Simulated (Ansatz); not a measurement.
# Quasi-harmonic thermodynamics of AlP (F-43m)

How much does AlP expand with temperature?

Measurements to reproduce:
- heat capacity C_P per formula unit 42 J/mol/K and bulk modulus 86 GPa near room temperature (given in “High-Throughput Prediction of Finite-Temperature Properties using the Quasi-Harmonic Approximation”, 2016, arXiv:1603.06924)

Method: DFT PBE+D3(BJ), scalar-relativistic, plane waves, PAW, in Ansatz 0.2.0.

The database entry behind the starting cell differs from later determinations by our own check (0.1 to 0.3 % short, probably kX units), so it need not match the best structure at ambient conditions.

## 1. The starting structure

Symmetry: F-43m, No. 216, cubic system. Conventional cell: a = 5.451 Å, b = 5.451 Å, c = 5.451 Å, α = 90.00°, β = 90.00°, γ = 90.00°. Nearest to Al lie 4 P at 2.36 Å. Nearest to P lie 4 Al at 2.36 Å. Farther neighbours are not listed.

Structure file:

```cif
data_structure
_symmetry_space_group_name_H-M 'P 1'
_symmetry_Int_Tables_number 1
_cell_length_a 3.8544
_cell_length_b 3.8544
_cell_length_c 3.8544
_cell_angle_alpha 60.000
_cell_angle_beta 60.000
_cell_angle_gamma 60.000
_cell_volume 40.49
loop_
_atom_site_label
_atom_site_type_symbol
_atom_site_fract_x
_atom_site_fract_y
_atom_site_fract_z
_atom_site_occupancy
Al1 Al 0.00000 0.00000 0.00000 1
P2 P 0.25000 0.25000 0.25000 1
```

## 2. Probe on a coarse mesh

Before spending time, one coarse run tells the gap and the pressure of the starting cell.

File input.yaml:

```yaml
crystal:
  lattice:
    - [0.0, 2.7255, 2.7255]
    - [2.7255, 0.0, 2.7255]
    - [2.7255, 2.7255, 0.0]
  atoms:
    - { symbol: Al, position: [0.0, 0.0, 0.0] }
    - { symbol: P, position: [0.25, 0.25, 0.25] }
kpoints:
  mp_grid: { grid: [6, 6, 6] }
hamiltonian:
  xc: pbe
  dispersion: d3bj
scf:
  occupations: { method: gaussian, width: 0.1 }
output:
  forces: true
  stress: true
  eigenvalues: true
```

The run is started by

```
ansatz run input.yaml --threads 4 --pin off --max-ram 8192MiB --backend cpu --events-out ev --progress --plain --runs-dir out
```

Numbers of over 12 decimals in the logs are rounded to 6 here.

Log:

```text
Engine: ansatz 0.2.0, x86_64-unknown-linux-gnu
Pseudopotentials: kind: paw
Pseudopotential: Al, paw, valence charge 3, recommended cutoff 420 eV (normal), Al.paw.azcp
Pseudopotential: P, paw, valence charge 5, recommended cutoff 420 eV (normal), P.paw.azcp
Functional definition: PBE
  parameter kappa = 0.804
  parameter beta = 0.066725
  exchange = pbe_x(kappa = kappa, mu = beta*pi^2/3)
  correlation = pbe_c(beta = beta)
Crystal: 2 atoms, lattice volume = 40.492 Å³
Basis set: ecut = 420 eV, 749 PW (Γ), exchange–correlation on 54×54×54 points (8 copies of the dense FFT grid, shifted against one another)
Bands: 8, of which v1, the nominal top of the filled ones, is band 4 counted from 1 (3 counted from 0)
Symmetry: 24 space group operations
Space group: F-43m (ITA 216), of the structure as read, at distance tolerance 3.4e-5 Å
k-points: 16 of 216 (time reversal used)
Non-local potential: Al, projectors of the file, l = 0: 2, l = 1: 2, l = 2: 1
Non-local potential: P, projectors of the file, l = 0: 2, l = 1: 2, l = 2: 2
PAW form: soft (Blöchl's): semilocal exchange-correlation on the pseudo side does not see the compensation charge
PAW one-centre angular grid: Al, 110 points (default); XC on 64 Gauss nodes
PAW one-centre angular grid: P, 110 points (default); XC on 64 Gauss nodes
Initial density: superposition of atomic densities (neutral atoms: chi_scale 0, normalization atom), corrected by the library's trained network
Initial wavefunctions: pseudopotential atomic-orbital guess
Functional: x = pbe(κ = 0.804, μ = 0.219515), c = pbe(β = 0.066725)
SCF iter   1: F=—  HF=-1295.044543 eV  |F-HF|=—  |Δ(HF+E_count)|=         —  Δρ=1.03e-3  dr2=6.52e-4  ethr=1.77e-3  ⟨swp⟩=5.9  Hψ=1152  notcnv=0
preconditioner: auto → none  [insulator: Δε(μ)=1.557 eV  Ē_g=9.996 eV  σ=0.100 eV  W_gap=1.00  n_scr=8 (ndim 8)  ℏωp=16.5 eV  f_vac=0.000  D(μ)=0.00/eV (n_scr^D=0)  ε∞_Penn≈3.7]
SCF iter   2: F=—  HF=-1295.044536 eV  |F-HF|=—  |Δ(HF+E_count)|=   7.74e-6  Δρ=3.32e-4  dr2=3.16e-5  ethr=8.15e-6  ⟨swp⟩=2.2  Hψ=322  notcnv=0
SCF iter   3: F=—  HF=-1295.044592 eV  |F-HF|=—  |Δ(HF+E_count)|=   5.61e-5  Δρ=1.28e-4  dr2=3.80e-6  ethr=3.95e-7  ⟨swp⟩=2.3  Hψ=192  notcnv=0
SCF iter   4: F=—  HF=-1295.044599 eV  |F-HF|=—  |Δ(HF+E_count)|=   7.73e-6  Δρ=2.08e-5  dr2=2.84e-7  ethr=4.75e-8  ⟨swp⟩=2.2  Hψ=188  notcnv=0
iter 5 did not close the SCF: its close was put off for the readings that it lacked (scf_convergence_deferred on its scf_iter line)
SCF iter   5: F=-1295.044599 eV  HF=-1295.044599 eV  |F-HF|=2.38e-9  |Δ(HF+E_count)|=   1.03e-7  Δρ=3.51e-6  dr2=3.48e-9  ethr=3.55e-9  ⟨swp⟩=2.8  Hψ=192  notcnv=0
SCF iter   6: F=-1295.044599 eV  HF=-1295.044599 eV  |F-HF|=1.96e-10  |Δ(HF+E_count)|=   3.28e-9  Δρ=8.16e-7  dr2=3.78e-10  ethr=4.35e-11  ⟨swp⟩=3.8  Hψ=752  notcnv=0
SCF 1 converged in 6 iterations: F = -1295.044599 eV  dr2 = 3.78e-10
  greatest PAW one-centre occupation: 0.780 electrons in one spin orbital (limit 2), on the P atom at site 1 (counted from 0), in its partial waves of l = 0
SCF converged after 6 iterations
Free energy (F): -1295.044599 eV
Harris-Foulkes:  -1295.044599 eV  (|F-HF|=1.96e-10)
Internal energy: -1295.044599 eV  (E = F + TS)
E sigma→0 (E₀):  -1295.044599 eV
Fermi energy:    5.881543 eV
--- Per-component energies (eV) ---
  E_band       = 5.164263
  E_kinetic    = 94.149181
  E_local      = -81.898992  (includes V_loc(G=0)·N_el)
  E_nonlocal   = 44.708535
  E_hartree    = 24.923403
  E_xc         = -101.683113
  E_vxc        = -90.245696  (∫ρ·V_xc dr)
  E_paw        = -1036.950091  (= ΣΔE_a)
  E_vpaw       = -11.395497  (= ΣTr[D̂ρ^β])
  E_aug_tail   = 0.000001  (compensation charges beyond the density's cutoff)
  E_ewald      = -237.673915
  E_disp       = -0.619609  (pairwise vdW)
  E_smearing   = -0.000000  (= −TS)
  E_closure    = 0.000000  (closes the sum)
  Σ components = -1295.044599   (vs F -1295.044599, Δ=0.00e0)
--- Forces (eV/Å), atoms counted from 1 ---
  atom   1  Al     0.00000000     0.00000000     0.00000000
  atom   2  P     -0.00000000     0.00000000     0.00000000
  max |Σ_I F_I| component: 5.55e-17 eV/Å
--- Stress (GPa, compression-positive) ---
        0.101162       0.000000      -0.000000
        0.000000       0.101162       0.000000
       -0.000000       0.000000       0.101162
  P = ⅓ Tr σ = 0.1012 GPa (1.012 kbar)
--- Band table (eV; the first three rows and the last of 16) ---
  k-point 0: bands = ["-6.4316", "5.0972", "5.0972", "5.0972", "8.4465", "9.6646", "9.6646", "9.6646"]
  k-point 1: bands = ["-6.1269", "3.2244", "4.8543", "4.8543", "8.7502", "10.0989", "10.0989", "10.7871"]
  k-point 2: bands = ["-5.3328", "0.7492", "4.4824", "4.4824", "8.1713", "10.1432", "10.1432", "13.0574"]
  k-point 15: bands = ["-4.0355", "0.0446", "2.1764", "2.4202", "8.4100", "9.4142", "12.7635", "13.1083"]
```

Wall time 1.6 s (4 threads of Intel Xeon Platinum 8488C (Sapphire Rapids), shared host); peak memory 0.33 GiB.

Numbers from this step:

- pressure: 0.1012 GPa
- gap on the k-mesh: 1.569 eV
- volume per atom: 20.25 Å³

The start is under 0.10 GPa at this level and looks like an insulator or semiconductor on this mesh.

## 3. Relaxation

Phonons are second derivatives about a minimum, so cell and atoms are relaxed first, inside the symmetry of the start.

input.yaml, the sections that differ from step 2:

```yaml
kpoints:
  mp_grid: { grid: [8, 8, 8] }
scf:
  occupations: { method: gaussian, width: 0.02 }
relax:
  adjacent_minimum: "off"
  f_tol: 0.005
  max_steps: 80
  cell: { stress_tol: 0.05 }
# crystal, hamiltonian, output: as in step 2
```

Log:

```text
[...]
Crystal: 2 atoms, lattice volume = 40.492 Å³
Basis set: ecut = 420 eV, 749 PW (Γ), exchange–correlation on 54×54×54 points (8 copies of the dense FFT grid, shifted against one another)
Bands: 8, of which v1, the nominal top of the filled ones, is band 4 counted from 1 (3 counted from 0)
Symmetry: 24 space group operations
[...]
k-points: 29 of 512 (time reversal used)
[...]
SCF iter   1: F=—  HF=-1295.052309 eV  |F-HF|=—  |Δ(HF+E_count)|=         —  Δρ=1.22e-3  dr2=9.77e-4  ethr=1.77e-3  ⟨swp⟩=6.4  Hψ=2242  notcnv=0
[...]
SCF iter   6: F=-1295.052258 eV  HF=-1295.052258 eV  |F-HF|=2.60e-10  |Δ(HF+E_count)|=   1.54e-9  Δρ=9.63e-7  dr2=5.28e-10  ethr=4.38e-11  ⟨swp⟩=3.1  Hψ=1249  notcnv=0
SCF 1 converged in 6 iterations: F = -1295.052258 eV  dr2 = 5.28e-10
[...]
relax step   1: F+E_penalty+E_count = -1295.05225786 eV  Δ(F+E_penalty+E_count) = +0.000e0 eV  max|allowed force component| = 1.850e-16 eV/Å  Δτ_max = 0.0000 Å  P = +0.064 GPa  Ω = 40.492 Å³  (6 SCF iters, dr2 threshold 1.00e-7 eV, accepted)
Crystal: 2 atoms, lattice volume = 40.514 Å³
[...]
iter 1 solved again at ethr=7.03e-9 eV; its pass at ethr=3.10e-3 eV (dr2=5.63e-7 eV) is discarded
[...]
SCF iter   3: F=-1295.052259 eV  HF=-1295.052259 eV  |F-HF|=4.99e-10  |Δ(HF+E_count)|=   1.01e-8  Δρ=3.22e-6  dr2=5.78e-9  ethr=1.29e-10  ⟨swp⟩=5.8  Hψ=1095  notcnv=0
SCF 2 converged in 3 iterations: F = -1295.052259 eV  dr2 = 5.78e-9
relax step   2: F+E_penalty+E_count = -1295.05225900 eV  Δ(F+E_penalty+E_count) = -1.136e-6 eV  max|allowed force component| = 5.782e-17 eV/Å  Δτ_max = 0.0000 Å  P = +0.017 GPa  Ω = 40.514 Å³  energy of the carried Pulay correction = -4.339e-6 eV  (3 SCF iters, dr2 threshold 1.03e-8 eV, accepted)
[...]
SCF iter   5: F=-1295.052259 eV  HF=-1295.052259 eV  |F-HF|=3.41e-12  |Δ(HF+E_count)|=  1.43e-11  Δρ=1.35e-7  dr2=8.12e-12  ethr=1.00e-12  ⟨swp⟩=6.6  Hψ=1138  notcnv=0
SCF 3 converged in 5 iterations: F = -1295.052259 eV  dr2 = 8.12e-12
relax step   3: F+E_penalty+E_count = -1295.05225900 eV  Δ(F+E_penalty+E_count) = -1.033e-9 eV  max|allowed force component| = 4.626e-17 eV/Å  Δτ_max = 0.0000 Å  P = +0.017 GPa  Ω = 40.514 Å³  stress off target by 1.66e-2 GPa  SCF on the basis re-selected at this cell (its energy is not comparable with the rows above)  (5 SCF iters)
basis re-selected at this cell: Δ(F+E_penalty+E_count) = -1.033e-9 eV, ΔP = +0.000 GPa vs the last step (what re-selecting the basis moved, of the pressure what is left beyond the Pulay correction that the steps carried, after the strain that the cell walked since its last selection, with what the two solves' SCF thresholds leave and, on support functions, any second-order correction that the steps lacked; it is no m [...]
SCF converged after 5 iterations
Free energy (F): -1295.052259 eV
[...]
Internal energy: -1295.052259 eV  (E = F + TS)
E sigma→0 (E₀):  -1295.052259 eV
Fermi energy:    5.873793 eV
[...]
--- Stress (GPa, compression-positive) ---
        0.016617      -0.000000      -0.000000
       -0.000000       0.016617       0.000000
        0.000000       0.000000       0.016617
  P = ⅓ Tr σ = 0.0166 GPa (0.166 kbar)
--- Band table (eV; the first three rows and the last of 29) ---
[...]
--- Relaxed structure (2 steps of the walk, 2 accepted, 1 SCFs on fresh bases) ---
  F+E_penalty+E_count = -1295.05225900 eV   max|allowed force component| = 4.626e-17 eV/Å   (the final SCF, on the basis selected at the relaxed cell)
  cell:  # Å, volume = 40.5137 Å³
    - [0, 2.725988, 2.725988]
    - [2.725988, 0, 2.725988]
    - [2.725988, 2.725988, 0]
  atoms:
    - { symbol: Al, position: [0, 0, 0] }
    - { symbol: P, position: [0.25, 0.25, 0.25] }
```

The job ended after 1.2 s (4 threads; peak memory 0.37 GiB).

Little changed from the start: no atom moved by 0.005 Å and no cell edge by 0.1 %.

Numbers from this step:

```
pressure          : 0.01662 GPa
gap on the k-mesh : 1.573 eV
volume per atom   : 20.26 Å³
```

## 4. Tight relaxation

The thresholds are tightened for a last relaxation ahead of the phonons, and where mesh or smearing change with them the cell follows.

input.yaml, the sections that differ from step 3:

```yaml
crystal:
  lattice:
    - [0.0, 2.7259875068, 2.7259875068]
    - [2.7259875068, 0.0, 2.7259875068]
    - [2.7259875068, 2.7259875068, 0.0]
  atoms:
    - { symbol: Al, position: [0.0, 0.0, 0.0] }
    - { symbol: P, position: [0.25, 0.25, 0.25] }
scf:
  occupations: { method: fixed }
relax:
  adjacent_minimum: "off"
  f_tol: 0.001
  max_steps: 60
  cell: { stress_tol: 0.01 }
# kpoints, hamiltonian, output: as in step 3
```

Log:

```text
[...]
Crystal: 2 atoms, lattice volume = 40.514 Å³
Basis set: ecut = 420 eV, 749 PW (Γ), exchange–correlation on 54×54×54 points (8 copies of the dense FFT grid, shifted against one another)
Bands: 8, of which v1, the nominal top of the filled ones, is band 4 counted from 1 (3 counted from 0)
Symmetry: 24 space group operations
[...]
k-points: 29 of 512 (time reversal used)
[...]
P = ⅓ Tr σ = 0.0043 GPa (0.043 kbar)
--- Band table (eV; the first three rows and the last of 29) ---
[...]
--- Relaxed structure (2 steps of the walk, 2 accepted, 1 SCFs on fresh bases) ---
[...]
cell:  # Å, volume = 40.5193 Å³
    - [0, 2.726113, 2.726113]
    - [2.726113, 0, 2.726113]
    - [2.726113, 2.726113, 0]
  atoms:
    - { symbol: Al, position: [0, 0, 0] }
    - { symbol: P, position: [0.250000, 0.250000, 0.250000] }
[key lines of the parts left out:]
SCF converged after 8 iterations
Free energy (F): -1295.052259 eV
Fermi energy:    5.086056 eV
```

The job ended after 1.1 s (4 threads; peak memory 0.38 GiB).

Little changed from the start: no atom moved by 0.005 Å and no cell edge by 0.1 %.

Numbers from this step:

```
pressure : 0.004292 GPa
```

The residual pressure is 0.0043 GPa, small enough for phonons.

(Continued in part 2 of 2.)

[Logs are printed without paths, hosts, clocks, repeated set-up lines and the standing remarks that a program may print on its own settings, such as how far it seeks lower states.]

[Hosts, paths, dates, database ids (printed as entryN), source tags and the programs' standing remarks are cut or masked in the printed files.]

[A step with changed settings may run another functional than the one named; its input shows which.]
